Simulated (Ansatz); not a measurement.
# MnO (Cm) in Ansatz: notebook

One crystal, MnO, is run at these levels: LDA; tasks: single point, equation of state.

All numbers are computed with Ansatz 0.2.0; they aren't measurements. Logs are shortened: lines on timing, memory, paths and dates and some standing lists are left out, and cuts for length are marked.

## 1. Starting point

The structure is monoclinic, space group Cm (No. 8). Conventional cell: a = 5.943 Å, b = 3.434 Å, c = 3.440 Å, α = 90.00°, β = 125.23°, γ = 90.00°. Mn (site symmetry m) is surrounded by 4 O at 2.10 Å. O (site symmetry m) has 4 Mn at 2.10 Å as nearest neighbours.

The cell comes from a database or a generator and needn't be the stable form of this composition.

## 2. Single point, LDA, collinear spin, ferromagnetic start, 13.48 Å³/atom (volume scaled by 0.94)

Input file input.yaml:

```yaml
crystal:
  lattice:
    - [2.9106378538, -1.6819311089, 0.0]
    - [2.9106378538, 1.6819311089, 0.0]
    - [-1.9441147575, 0.0, 2.7529398993]
  atoms:
    - { symbol: Mn, position: [0.500199, 0.500199, 0.500665], spin: 4.0 }
    - { symbol: O, position: [0.7498025, 0.7498025, 0.249336] }
kpoints:
  mp_grid: { grid: [9, 9, 9] }
scf:
  occupations: { method: fermi_dirac, width: 0.05 }
hamiltonian:
  xc: lda
  pseudopotentials: { kind: all_electron, lapw: { basis_error: 0.001 } }
magnetization:
  spin_polarized: true
output:
  forces: true
  stress: true
  eigenvalues: true
```

Potentials or basis: all-electron LAPW, scalar-relativistic.

Started as:

```console
ansatz run input.yaml --threads 2 --pin off --max-ram 6144MiB --backend cpu --events-out ev --progress --plain --runs-dir out
```

Log:

```text
Warning: RAYON_NUM_THREADS=2 ignored (pool sized by the plan → 2); use --threads N
LAPW: plane waves up to 10.004 Å⁻¹, error target 1.0e-3 eV per atom; small_component_spin mean_spin; O in spheres of 0.939 Å, 8 of its electrons in bands, Dirac shells []; Mn in spheres of 1.122 Å, 15 of its electrons in bands, Dirac shells [] (how accurate: hamiltonian.pseudopotentials.lapw.basis_error, Limitations)
Engine: ansatz 0.2.0, aarch64-unknown-linux-gnu
Pseudopotentials: kind: all_electron
Pseudopotential: Mn, LAPW, valence charge 15, lapw/all_electron/scalar/gaussian/Mn, Koelling and Harmon's equation, gaussian nucleus
Pseudopotential: O, LAPW, valence charge 8, lapw/all_electron/scalar/gaussian/O, Koelling and Harmon's equation, gaussian nucleus
Functional definition: SPW92
  exchange = slater_x
  correlation = pw_c
Crystal: 2 atoms, lattice volume = 26.954 Å³
Basis set: ecut = 381.3062033334006 eV, 459 PW (Γ), exchange–correlation at level 2
Bands: 18, of which v1, the nominal top of the filled ones, is band 12 counted from 1 (11 counted from 0)
Symmetry: 2 space group operations
Space group: Cm (ITA 8), of the structure as read, at distance tolerance 3.0e-5 Å
Magnetic group: BNS 8.32 (UNI 39), of the structure as read, at distance tolerance 3.0e-5 Å
k-points: 205 of 729 (time reversal used)
Non-local potential: Mn, projectors of the file, none
Non-local potential: O, projectors of the file, none
Initial density: superposition of atomic densities (chi_scale 0.1, normalization cell, long waves kept (reshape's long-wave potential 0.00 eV rms))
Starting moments: Σ|m| = 4 μB on 1 of 2 sites
Initial wavefunctions: plane waves of lowest kinetic energy (no species holds an atomic orbital)
Functional: x = slater, c = lda
iter 1 solved again at ethr=1.37e-2 eV; its pass at ethr=1.00e-1 eV (dr2=3.16e0 eV) is discarded
SCF iter   1: F=—  HF=-33507.698379 eV  |F-HF|=—  |Δ(HF+E_count)|=         —  Δρ=5.79e-2 (↑5.61e-2 ↓5.79e-2)  dr2=3.16e0  dr2_m=2.62e-1  M=5.000 μB ∫|m|=5.000 μB  β_m=0.30  ethr=1.37e-2  ⟨swp⟩=2.0  Hψ=46698  notcnv=0
Mixer restart at iter 1: flushing history
preconditioner: auto → none  [insulator: Δε(μ)=0.134 eV  Ē_g=13.263 eV  σ=0.050 eV  W_gap=0.58  n_scr=14 (ndim 8)  ℏωp=25.8 eV  f_vac=0.000  D(μ)=0.13/eV (n_scr^D=0)  ε∞_Penn≈4.8]
iter 2 solved again at ethr=3.22e-4 eV; its pass at ethr=1.37e-2 eV (dr2=7.40e-2 eV) is discarded
SCF iter   2: F=—  HF=-33506.177198 eV  |F-HF|=—  |Δ(HF+E_count)|=    1.52e0  Δρ=1.74e-2 (↑1.74e-2 ↓1.42e-2)  dr2=7.39e-2  dr2_m=4.59e-2  M=4.732 μB ∫|m|=4.732 μB  β_m=0.33  ethr=3.22e-4  ⟨swp⟩=2.0  Hψ=37307  notcnv=0
preconditioner: auto → Kerker (q_TF=auto, 2.657 Å⁻¹)  [metal: Δε(μ)=0.002 eV  Ē_g=12.158 eV  σ=0.050 eV  W_gap=0.01  n_scr=14 (ndim 8)  ℏωp=25.8 eV  f_vac=0.002  D(μ)=1.37/eV (n_scr^D=14)]
spin=Collinear: Kerker preconditioning applied to the charge; magnetization (m = ρ↑ − ρ↓) channel mixes plain (no charge-response kernel on spin).
SCF iter   3: F=—  HF=-33506.161794 eV  |F-HF|=—  |Δ(HF+E_count)|=   1.54e-2  Δρ=1.39e-2 (↑1.39e-2 ↓1.23e-2)  dr2=9.04e-2  dr2_m=2.83e-2  M=4.818 μB ∫|m|=4.818 μB  β_m=0.46  ethr=3.21e-4  ⟨swp⟩=2.0  Hψ=22151  notcnv=0
SCF iter   4: F=—  HF=-33506.141618 eV  |F-HF|=—  |Δ(HF+E_count)|=         —  Δρ=2.90e-3 (↑2.58e-3 ↓2.90e-3)  dr2=6.30e-3  dr2_m=6.96e-4  M=4.802 μB ∫|m|=4.802 μB  β_m=0.46  ethr=3.21e-4  ⟨swp⟩=2.0  Hψ=21764  notcnv=0
Mixer restart at iter 4: flushing history
the basis was enlarged: its passes take 376.5 KiB over the memory plan, 2 of 2 planned eigensolver slots
SCF iter   5: F=—  HF=-33506.141671 eV  |F-HF|=—  |Δ(HF+E_count)|=   5.36e-5  Δρ=1.52e-3 (↑1.17e-3 ↓1.52e-3)  dr2=1.70e-3  dr2_m=1.66e-4  M=4.796 μB ∫|m|=4.796 μB  β_m=0.51  ethr=2.74e-5  ⟨swp⟩=2.0  Hψ=19591  notcnv=0
SCF iter   6: F=—  HF=-33506.141743 eV  |F-HF|=—  |Δ(HF+E_count)|=   7.13e-5  Δρ=1.05e-3 (↑1.03e-3 ↓1.05e-3)  dr2=1.27e-3  dr2_m=7.03e-5  M=4.802 μB ∫|m|=4.802 μB  β_m=0.68  ethr=7.39e-6  ⟨swp⟩=2.0  Hψ=19566  notcnv=0
SCF iter   7: F=—  HF=-33506.141713 eV  |F-HF|=—  |Δ(HF+E_count)|=   2.92e-5  Δρ=3.10e-4 (↑2.02e-4 ↓3.10e-4)  dr2=8.36e-5  dr2_m=4.72e-6  M=4.802 μB ∫|m|=4.802 μB  β_m=0.77  ethr=5.52e-6  ⟨swp⟩=2.0  Hψ=19615  notcnv=0
SCF iter   8: F=—  HF=-33506.141720 eV  |F-HF|=—  |Δ(HF+E_count)|=   6.72e-6  Δρ=1.69e-4 (↑1.32e-4 ↓1.69e-4)  dr2=3.60e-5  dr2_m=2.08e-7  M=4.803 μB ∫|m|=4.803 μB  β_m=0.83  ethr=3.64e-7  ⟨swp⟩=2.0  Hψ=19563  notcnv=0
SCF iter   9: F=—  HF=-33506.141722 eV  |F-HF|=—  |Δ(HF+E_count)|=   1.69e-6  Δρ=2.38e-5 (↑2.22e-5 ↓2.38e-5)  dr2=7.54e-7  dr2_m=7.33e-9  M=4.803 μB ∫|m|=4.803 μB  β_m=0.91  ethr=1.56e-7  ⟨swp⟩=2.0  Hψ=19563  notcnv=0
SCF iter  10: F=—  HF=-33506.141722 eV  |F-HF|=—  |Δ(HF+E_count)|=   2.67e-7  Δρ=8.73e-6 (↑8.73e-6 ↓7.87e-6)  dr2=9.34e-8  dr2_m=1.22e-9  M=4.802 μB ∫|m|=4.803 μB  β_m=0.96  ethr=3.28e-9  ⟨swp⟩=2.0  Hψ=19563  notcnv=0
SCF iter  11: F=-33506.141722 eV  HF=-33506.141722 eV  |F-HF|=1.32e-8  |Δ(HF+E_count)|=   2.82e-8  Δρ=3.64e-6 (↑3.64e-6 ↓2.36e-6)  dr2=1.02e-8  dr2_m=5.40e-10  M=4.802 μB ∫|m|=4.802 μB  ethr=4.06e-10  ⟨swp⟩=2.0  Hψ=19570  notcnv=0
SCF 1 converged in 11 iterations: F = -33506.141722 eV  dr2 = 1.02e-8
SCF converged after 11 iterations
Magnetization: 4.8024 μB (13.9012 up, 9.0988 down)
Absolute magnetization: 4.8025 μB (∫|ρ↑−ρ↓|)
Spin contamination: 0.0114 ħ² per cell (⟨S²⟩ above its minimum at these occupations)
Per-site moments (μB) at R_I (Å): [(4.152374616891109, 1.1216881809208343), (0.21431571066876387, 0.9390394353247837)]
Free energy (F): -33506.141722 eV
Harris-Foulkes:  -33506.141722 eV  (|F-HF|=1.32e-8)
Internal energy: -33506.131308 eV  (E = F + TS)
E sigma→0 (E₀):  -33506.136515 eV
Entropy (-TS):   -0.010414 eV (-5.207 meV/atom)
Fermi energy:    9.948218 eV
--- Per-component energies (eV) ---
  E_band       = -1299.238462
  E_kinetic    = 33879.146519
  E_xc         = -1585.415000
  E_electrostatic = -65799.862827  (all electrons and nuclei)
  E_smearing   = -0.010414  (= −TS)
  E_closure    = 0.000000  (closes the sum)
  E_atoms      = -33488.084494  (free atoms, spherical and without spin; not in F)
  Σ components = -33506.141722   (vs F -33506.141722, Δ=0.00e0)
  Basis errors (estimates in eV, not in F): energy 4.4e-4 per atom: plane waves 4.1e-4 (2.4e-4 summed), levels above the bands 1.3e-102, relativity 8.2e-9, radial functions 3.6e-5, core shells 4.0e-7; eigenvalues (radial functions only) 6.1e-6; not estimated: angular momenta, meshes, grids; target (lapw.basis_error) 1.0e-3; muffin-tin radii O 0.939 Å, Mn 1.122 Å
--- Forces (eV/Å), atoms counted from 1 ---
  atom   1  Mn     0.00114718    -0.00000000    -0.00170410
  atom   2  O     -0.00114716    -0.00000000     0.00170553
  max |Σ_I F_I| component: 1.43e-6 eV/Å
--- Stress (GPa, compression-positive) ---
       -9.407798       0.000000       0.029136
        0.000000      -9.425920       0.000000
        0.029136       0.000000      -9.645456
  P = ⅓ Tr σ = -9.4931 GPa (-94.931 kbar)
--- Band table (eV; the first three rows and the last of 410) ---
  k-point 0 ↑: bands = ["-493.1060", "-70.7869", "-39.8898", "-39.8897", "-39.8893", "-9.5007", "3.9099", "3.9233", "3.9260", "7.4364", "7.4400", "8.7206", "10.2321", "10.2325", "10.2386", "22.0230", "22.0960", "22.0976"]
  k-point 1 ↑: bands = ["-493.1060", "-70.7866", "-39.8931", "-39.8904", "-39.8903", "-9.4448", "3.7178", "3.9662", "3.9692", "7.4172", "7.4205", "9.0511", "10.1664", "10.1667", "10.1725", "20.8631", "22.1806", "22.1820"]
  k-point 2 ↑: bands = ["-493.1060", "-70.7859", "-39.9026", "-39.8918", "-39.8918", "-9.3023", "3.3755", "4.0684", "4.0721", "7.4055", "7.4076", "8.9756", "9.9704", "9.9713", "10.8481", "18.8361", "22.1978", "22.2079"]
  k-point 204 ↓: bands = ["-492.9026", "-66.2972", "-35.5664", "-35.5347", "-35.5314", "-8.5203", "3.9428", "5.2323", "5.3856", "10.9441", "11.3800", "11.4383", "12.4902", "12.6190", "15.4998", "16.8551", "22.0017", "23.1346"]
```

Run time: 2.3 min. Hardware: 2 threads of Arm Neoverse N1, shared host; peak memory 0.76 GiB.

Results:

| Item | Value |
| --- | --- |
| Free energy | -33506.1417 eV |
| Pressure | -9.5 GPa |
| Band gap on the k mesh | none (metal or under the smearing width) |
| Net moment | 4.80 μB per cell |
| Absolute moment | 4.80 μB per cell |
| Site moments | Mn +4.15; O +0.21 μB |

Caveat: a cell with one magnetic atom can't hold antiferromagnetic order, which such compounds often take; semilocal functionals often make such compounds metallic where correlation or magnetic order opens a gap, which also shifts bond lengths.

## 3. Single point, LDA, collinear spin, ferromagnetic start, 13.76 Å³/atom (volume scaled by 0.96)

Edit input.yaml of step 2 so:

```diff
@@ -2,5 +2,5 @@
   lattice:
-    - [2.9106378538, -1.6819311089, 0.0]
-    - [2.9106378538, 1.6819311089, 0.0]
-    - [-1.9441147575, 0.0, 2.7529398993]
+    - [2.9311359788, -1.6937760844, 0.0]
+    - [2.9311359788, 1.6937760844, 0.0]
+    - [-1.9578061576, 0.0, 2.7723274387]
   atoms:
```

Potentials or basis: all-electron LAPW, scalar-relativistic.

Started as:

```console
ansatz run input.yaml --threads 2 --pin off --max-ram 6144MiB --backend cpu --events-out ev --progress --plain --runs-dir out
```

Run time: 2.4 min. Hardware: 2 threads of Arm Neoverse N1, shared host; peak memory 0.76 GiB.

The run converged. Its results:

```yaml
Free_energy: -33506.1061 eV
Pressure: -10.5 GPa
Band_gap_on_the_k_mesh: none (metal or under the smearing width)
Net_moment: 4.88 μB per cell
Absolute_moment: 4.88 μB per cell
Site_moments: Mn +4.22; O +0.22 μB
```

Caveat: a cell with one magnetic atom can't hold antiferromagnetic order, which such compounds often take; semilocal functionals often make such compounds metallic where correlation or magnetic order opens a gap, which also shifts bond lengths.

## 4. Single point, LDA, collinear spin, ferromagnetic start, 14.05 Å³/atom (volume scaled by 0.98)

Edit input.yaml of step 3 so:

```diff
@@ -2,5 +2,5 @@
   lattice:
-    - [2.9311359788, -1.6937760844, 0.0]
-    - [2.9311359788, 1.6937760844, 0.0]
-    - [-1.9578061576, 0.0, 2.7723274387]
+    - [2.9513513485, -1.7054576679, 0.0]
+    - [2.9513513485, 1.7054576679, 0.0]
+    - [-1.9713086957, 0.0, 2.7914475425]
   atoms:
```

Started as:

```console
ansatz run input.yaml --threads 2 --pin off --max-ram 6144MiB --backend cpu --events-out ev --progress --plain --runs-dir out
```

It took 2.5 min on 2 threads of Arm Neoverse N1, shared host; peak memory 0.77 GiB.

Results (log left out):

```
Free energy            : -33506.0665 eV
Pressure               : -11.6 GPa
Band gap on the k mesh : none (metal or under the smearing width)
Net moment             : 4.94 μB per cell
Absolute moment        : 4.94 μB per cell
Site moments           : Mn +4.27; O +0.22 μB
```

Caveat: a cell with one magnetic atom can't hold antiferromagnetic order, which such compounds often take; semilocal functionals often make such compounds metallic where correlation or magnetic order opens a gap, which also shifts bond lengths.

## 5. Single point, LDA, collinear spin, ferromagnetic start, 14.34 Å³/atom

Edit input.yaml of step 4 so:

```diff
@@ -2,5 +2,5 @@
   lattice:
-    - [2.9513513485, -1.7054576679, 0.0]
-    - [2.9513513485, 1.7054576679, 0.0]
-    - [-1.9713086957, 0.0, 2.7914475425]
+    - [2.9712935166, -1.7169813801, 0.0]
+    - [2.9712935166, 1.7169813801, 0.0]
+    - [-1.9846287531, 0.0, 2.8103092467]
   atoms:
```

Started as:

```console
ansatz run input.yaml --threads 2 --pin off --max-ram 6144MiB --backend cpu --events-out ev --progress --plain --runs-dir out
```

It took 2.5 min on 2 threads of Arm Neoverse N1, shared host; peak memory 0.77 GiB.

It converged, with:

- Free energy: -33506.0226 eV
- Pressure: -12.9 GPa
- Band gap on the k mesh: none (metal or under the smearing width)
- Net moment: 4.97 μB per cell
- Absolute moment: 4.97 μB per cell
- Site moments: Mn +4.30; O +0.22 μB

Caveat: a cell with one magnetic atom can't hold antiferromagnetic order, which such compounds often take; semilocal functionals often make such compounds metallic where correlation or magnetic order opens a gap, which also shifts bond lengths.

## 6. Single point, LDA, collinear spin, ferromagnetic start, 14.62 Å³/atom (volume scaled by 1.02)

Edit input.yaml of step 5 so:

```diff
@@ -2,5 +2,5 @@
   lattice:
-    - [2.9712935166, -1.7169813801, 0.0]
-    - [2.9712935166, 1.7169813801, 0.0]
-    - [-1.9846287531, 0.0, 2.8103092467]
+    - [2.9909715306, -1.7283524491, 0.0]
+    - [2.9909715306, 1.7283524491, 0.0]
+    - [-1.9977723729, 0.0, 2.8289211086]
   atoms:
```

Potentials or basis: all-electron LAPW, scalar-relativistic.

Started as:

```console
ansatz run input.yaml --threads 2 --pin off --max-ram 6144MiB --backend cpu --events-out ev --progress --plain --runs-dir out
```

Wall time 2.3 min (2 threads of Arm Neoverse N1, shared host); peak memory 0.76 GiB.

It converged, with:

- Free energy: -33505.9741 eV
- Pressure: -14.2 GPa
- Largest force: 0.004 eV/Å
- Band gap on the k mesh: none (metal or under the smearing width)
- Net moment: 4.99 μB per cell
- Absolute moment: 4.99 μB per cell
- Site moments: Mn +4.33; O +0.22 μB

Caveat: a cell with one magnetic atom can't hold antiferromagnetic order, which such compounds often take; semilocal functionals often make such compounds metallic where correlation or magnetic order opens a gap, which also shifts bond lengths.

## 7. Single point, LDA, collinear spin, ferromagnetic start, 14.91 Å³/atom (volume scaled by 1.04)

Edit input.yaml of step 6 so:

```diff
@@ -2,5 +2,5 @@
   lattice:
-    - [2.9909715306, -1.7283524491, 0.0]
-    - [2.9909715306, 1.7283524491, 0.0]
-    - [-1.9977723729, 0.0, 2.8289211086]
+    - [3.0103939679, -1.7395758314, 0.0]
+    - [3.0103939679, 1.7395758314, 0.0]
+    - [-2.0107452843, 0.0, 2.8472912409]
   atoms:
```

Started as:

```console
ansatz run input.yaml --threads 2 --pin off --max-ram 6144MiB --backend cpu --events-out ev --progress --plain --runs-dir out
```

It took 2.4 min on 2 threads of Arm Neoverse N1, shared host; peak memory 0.76 GiB.

Results (log left out):

```yaml
Free_energy: -33505.9208 eV
Pressure: -15.5 GPa
Largest_force: 0.005 eV/Å
Band_gap_on_the_k_mesh: none (metal or under the smearing width)
Net_moment: 5.00 μB per cell
Absolute_moment: 5.00 μB per cell
Site_moments: Mn +4.35; O +0.22 μB
```

Caveat: a cell with one magnetic atom can't hold antiferromagnetic order, which such compounds often take; semilocal functionals often make such compounds metallic where correlation or magnetic order opens a gap, which also shifts bond lengths.

## 8. Single point, LDA, collinear spin, ferromagnetic start, 15.20 Å³/atom (volume scaled by 1.06)

Edit input.yaml of step 7 so:

```diff
@@ -2,5 +2,5 @@
   lattice:
-    - [3.0103939679, -1.7395758314, 0.0]
-    - [3.0103939679, 1.7395758314, 0.0]
-    - [-2.0107452843, 0.0, 2.8472912409]
+    - [3.0295689687, -1.750656231, 0.0]
+    - [3.0295689687, 1.750656231, 0.0]
+    - [-2.0235529244, 0.0, 2.8654273429]
   atoms:
```

Started as:

```console
ansatz run input.yaml --threads 2 --pin off --max-ram 6144MiB --backend cpu --events-out ev --progress --plain --runs-dir out
```

Run time: 2.4 min. Hardware: 2 threads of Arm Neoverse N1, shared host; peak memory 0.77 GiB.

Results (log left out):

```
Free energy            : -33505.8630 eV
Pressure               : -16.8 GPa
Largest force          : 0.005 eV/Å
Band gap on the k mesh : none (metal or under the smearing width)
Net moment             : 5.00 μB per cell
Absolute moment        : 5.00 μB per cell
Site moments           : Mn +4.36; O +0.21 μB
```

Caveat: a cell with one magnetic atom can't hold antiferromagnetic order, which such compounds often take; semilocal functionals often make such compounds metallic where correlation or magnetic order opens a gap, which also shifts bond lengths.

## 9. Equation of state, LDA, collinear spin, ferromagnetic start

Potentials or basis: all-electron LAPW, scalar-relativistic.

This step only gathers the single runs of the series.

Results:

| Quantity | Value |
| --- | --- |
| Equilibrium volume | outside the volumes run |

Energy against volume, from the lowest point:
```
volume (Å³/atom)  energy (meV/atom)
          13.477               0.00
          13.764              17.82
          14.050              37.61
          14.337              59.55
          14.624              83.80
          14.911             110.45
          15.197             139.37
```
